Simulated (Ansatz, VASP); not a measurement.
## SiC (Moissanite 3C) in VASP and in Ansatz

```
CELL_PARAMETERS angstrom
0.00000 2.17900 2.17900
2.17900 0.00000 2.17900
2.17900 2.17900 0.00000
ATOMIC_POSITIONS crystal
Si 0.00000 0.00000 0.00000
C 0.75000 0.75000 0.75000
```

Alike in both runs: task band structure; functional PBE; k mesh 10 × 10 × 10; occupations fermi-dirac, width 0.05 eV; no spin polarisation.

|  | VASP | Ansatz |
| --- | --- | --- |
| version | VASP 6.6.1 | Ansatz 0.2.0 |
| potentials or method | VASP PAW PBE potentials, release 64 (Si_GW, C_GW) | Ansatz PAW |
| plane-wave cutoff (eV) | 550 | 420 |
| valence electrons in the cell | 8 | 8 |

|  | VASP | Ansatz | Ansatz less VASP |
| --- | --- | --- | --- |
| gap on the k mesh at the Fermi level (eV) | 1.36 | 1.36 | +0.003 |
| least direct gap on the mesh (eV) | 4.54 | 4.55 | +0.001 |
| gap along the band path (eV) | 1.36 | 1.36 | +0.003 |
| pressure (GPa) | 3.3 | 3.3 | -0.06 |

With one functional, cell and mesh, what is left measures potentials, basis and numerics.
